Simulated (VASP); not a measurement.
# Mo (Im-3m) in VASP: notebook

One crystal, Mo, is run at these levels: PBE; tasks: single point.

Program: VASP 6.6.1. These are calculated values, not measurements. Logs are shortened: lines on timing, memory, paths and dates and some standing lists are left out, and cuts for length are marked.

**1. Starting point**

Symmetry: Im-3m, No. 229, cubic system. Conventional cell: a = 3.147 Å, b = 3.147 Å, c = 3.147 Å, α = 90.00°, β = 90.00°, γ = 90.00°. Mo (site symmetry m-3m) is surrounded by 8 Mo at 2.73 Å.

**2. Single point, PBE**

The input, INCAR:

```
SYSTEM = Mo
PREC = Accurate
ENCUT = 520
EDIFF = 1E-7
ISMEAR = 0
SIGMA = 0.1
LREAL = .FALSE.
LASPH = .TRUE.
NELM = 80
ALGO = Normal
ISIF = 2
LWAVE = .FALSE.
LCHARG = .FALSE.
GGA = PE
```

The input, KPOINTS:

```
regular mesh
0
G
  8 8 8
  0 0 0
```

The input, POSCAR:

```
Mo
1.0
   -1.5734150000      1.5734150000      1.5734150000
    1.5734150000     -1.5734150000      1.5734150000
    1.5734150000      1.5734150000     -1.5734150000
Mo
1
Direct
    0.0000000000      0.0000000000      0.0000000000
```

Potentials or basis: VASP PAW PBE potentials, release 64 (Mo_sv).

Run with:

```
cat potpaw_PBE.64/Mo_sv/POTCAR > POTCAR
mpirun -np 1 vasp_std > vasp.out
```

OUTCAR:

```text
SYSTEM = Mo
   PREC = Accurate
   ENCUT = 520
   EDIFF = 1E-7
   ISMEAR = 0
   LREAL = .FALSE.
   LASPH = .TRUE.
   NELM = 80
   ISIF = 2
   GGA = PE

 ion  position               nearest neighbor table
   1  0.000  0.000  0.000-

  LATTYP: Found a body centered cubic cell.
 ALAT       =     3.1468300000

  Lattice vectors:

 A1 = (  -1.5734150000,   1.5734150000,   1.5734150000)
 A2 = (   1.5734150000,  -1.5734150000,   1.5734150000)
 A3 = (   1.5734150000,   1.5734150000,  -1.5734150000)

Analysis of symmetry for initial positions (statically):
=====================================================================
 Subroutine PRICEL returns:
 Original cell was already a primitive cell.

 Routine SETGRP: Setting up the symmetry group for a
 body centered cubic supercell.

 Subroutine GETGRP returns: Found 48 space group operations
 (whereof 48 operations were pure point group operations)
 out of a pool of 48 trial point group operations.

The static configuration has the point symmetry O_h .

Analysis of symmetry for dynamics (positions and initial velocities):
=====================================================================
 Subroutine PRICEL returns:
 Original cell was already a primitive cell.

 Routine SETGRP: Setting up the symmetry group for a
 body centered cubic supercell.

 Subroutine GETGRP returns: Found 48 space group operations
 (whereof 48 operations were pure point group operations)
 out of a pool of 48 trial point group operations.

The dynamic configuration has the point symmetry O_h .

 Subroutine INISYM returns: Found 48 space group operations
 (whereof 48 operations are pure point group operations),
 and found     1 'primitive' translations

----------------------------------------------------------------------------------------

                                     Primitive cell

  volume of cell :      15.5808

  direct lattice vectors                    reciprocal lattice vectors
    -1.573415000  1.573415000  1.573415000     0.000000000  0.317780115  0.317780115
     1.573415000 -1.573415000  1.573415000     0.317780115  0.000000000  0.317780115
     1.573415000  1.573415000 -1.573415000     0.317780115  0.317780115  0.000000000

  length of vectors
     2.725234721  2.725234721  2.725234721     0.449408949  0.449408949  0.449408949

  position of ions in fractional coordinates (direct lattice)
     0.000000000  0.000000000  0.000000000

  ion indices of the primitive-cell ions
[... 80 lines left out ...]
   ISIF   =      2    stress and relaxation
   ISYM   =      2    0-nonsym 1-usesym 2-fastsym
   POTIM  = 0.5000    time-step for ionic-motion
   TEBEG  =    0.0;   TEEND  =   0.0 temperature during run
   PSTRESS=    0.0 pullay stress
   NELECT =      14.0000    total number of electrons
   NUPDOWN=      -1.0000    fix difference up-down
   EMIN   =  10.00;   EMAX   =-10.00  energy-range for DOS
   EFERMI =   0.00;   METHOD = LEGACY
   ISMEAR =     0;   SIGMA  =   0.10  broadening in eV -4-tet -1-fermi 0-gaus
   EFERMI_NEDOS =   21; number of points for ismear=-14 and -15
   IALGO  =     38    algorithm
   IMIX   =      4    mixing-type and parameters
     AMIX     =   0.40;   BMIX     =  1.00
     AMIX_MAG =   1.60;   BMIX_MAG =  1.00
  volume/ion in A,a.u.               =      15.58       105.14
  Fermi-wavevector in a.u.,A,eV,Ry     =   1.579747  2.985289 33.954710  2.495601
  Thomas-Fermi vector in A             =   2.680079
   LORBIT       =      0    0 simple, 1 ext, 2 COOP (PROOUT), +10 PAW based schemes
   GGA     = PE    functional components
   LHFCALC =     F    Hartree Fock is set to
   AEXX    =    0.0000 exact exchange contribution
   IVDW    =     0    specifies the selected vdW correction
   LEPSILON=     F    determine dielectric tensor
   LRPA    =     F    only Hartree local field effects (RPA)
 non-spin polarized calculation
 Gauss-broadening in eV      SIGMA  =   0.10
  energy-cutoff  :      520.00
  volume of cell :       15.58
 maximum number of plane-waves:       429
   NGX = 11   NGY = 11   NGZ = 11

 number of electron      14.0000001 magnetization

 Free energy of the ion-electron system (eV)
  ---------------------------------------------------
  ext. energy  EPLUGINS =         0.00000000
  ---------------------------------------------------
  free energy    TOTEN  =       -10.91127418 eV

  energy without entropy =      -10.90681837  energy(sigma->0) =      -10.90904627

 E-fermi :  12.5241     XC(G=0): -13.4101

 val. band max:       12.5069842907   @ k =  -0.2500   0.2500   0.1250
 cond. band min:      12.6549926489   @ k =   0.3750   0.0000   0.0000
 fundamental gap:      0.1480083581
 Fermi energy:        12.5240915393

 k-point     1 :       0.0000    0.0000    0.0000
  band No.  band energies     occupation
      1     -48.6426      2.00000
      2     -21.9009      2.00000
      3     -21.9009      2.00000
      4     -21.9009      2.00000
      5       5.3991      2.00000
      6      11.2717      2.00000
      7      11.2717      2.00000
      8      11.2717      2.00000
      9      14.3098      0.00000
     10      14.3098      0.00000
     11      27.4828      0.00000
[... 309 lines left out ...]
 k-point    24 :      -0.3750    0.3750    0.2500
  band No.  band energies     occupation
      1     -48.3151      2.00000
      2     -22.9512      2.00000
      3     -22.5498      2.00000
      4     -22.4217      2.00000
      5       8.6887      2.00000
      6       9.2611      2.00000
      7      12.0111      2.00000
      8      12.8505      0.00000
      9      15.5392      0.00000
     10      17.6723      0.00000
     11      26.4978      0.00000

 [... further k-points ...]

------------------------ aborting loop because EDIFF is reached ----------------------------------------

  FORCE on cell =-STRESS in cart. coord.  units (eV):
  Direction    XX          YY          ZZ          XY          YZ          ZX
  --------------------------------------------------------------------------------------
  -------------------------------------------------------------------------------------
  Total        0.4523318      0.4523318      0.4523318      0.0000000      0.0000000      0.0000000
  in kB       46.5133773     46.5133773     46.5133773      0.0000000      0.0000000      0.0000000
  external PRESSURE =      46.5133773 kB  Pullay stress =       0.0000000 kB

 VOLUME and BASIS-vectors are now :
 -----------------------------------------------------------------------------
  energy-cutoff  :      520.00
  volume of cell :       15.58
      direct lattice vectors                 reciprocal lattice vectors
    -1.573415000  1.573415000  1.573415000     0.000000000  0.317780115  0.317780115
     1.573415000 -1.573415000  1.573415000     0.317780115  0.000000000  0.317780115
     1.573415000  1.573415000 -1.573415000     0.317780115  0.317780115  0.000000000

 POSITION                                       TOTAL-FORCE (eV/Angst)
 -----------------------------------------------------------------------------------
      0.00000      0.00000      0.00000        -0.000000     -0.000000      0.000000
 -----------------------------------------------------------------------------------
    total drift:                                0.000000     -0.000000     -0.000000

  FREE ENERGIE OF THE ION-ELECTRON SYSTEM (eV)
  ---------------------------------------------------
  free  energy   TOTEN  =       -10.9112741801 eV

  energy  without entropy=      -10.9068183653  energy(sigma->0) =      -10.90904627
```

Run time: 3.7 s. Hardware: 1 thread of AMD EPYC 9R45 (Zen 5), shared host; peak memory 0.09 GiB.

Results:

| Quantity | Value |
| --- | --- |
| Free energy | -10.9113 eV |
| Pressure | 4.7 GPa |
| Band gap on the k mesh | none (metal or under the smearing width) |

**3. Single point, PBE**

INCAR is that of step 2.

The input, KPOINTS:

```
regular mesh
0
G
  12 12 12
  0 0 0
```

POSCAR is that of step 2.

Potentials or basis: VASP PAW PBE potentials, release 64 (Mo_sv).

Run with:

```
cat potpaw_PBE.64/Mo_sv/POTCAR > POTCAR
mpirun -np 1 vasp_std > vasp.out
```

Run time: 6.6 s. Hardware: 1 thread of AMD EPYC 9R45 (Zen 5), shared host; peak memory 0.1 GiB.

It converged, with:

* Free energy: -10.9482 eV
* Pressure: 3.9 GPa
* Band gap on the k mesh: none (metal or under the smearing width)

Levels at points of the mesh, in eV from the Fermi level:
| k point | band 3 | band 4 | band 5 | band 6 | band 7 | band 8 | band 9 | band 10 | band 11 |
| --- | --- | --- | --- | --- | --- | --- | --- | --- | --- |
| (0.00, 0.00, 0.00) | -34.49 | -34.49 | -7.20 | -1.32 | -1.32 | -1.32 | 1.72 | 1.72 | 14.89 |
| (0.50, 0.00, 0.00) | -34.94 | -34.50 | -5.29 | -3.37 | 1.69 | 1.75 | 2.38 | 4.82 | 11.75 |
| (0.50, 0.50, 0.50) | -35.47 | -35.47 | -5.42 | -5.42 | 4.05 | 4.05 | 4.05 | 9.14 | 9.14 |
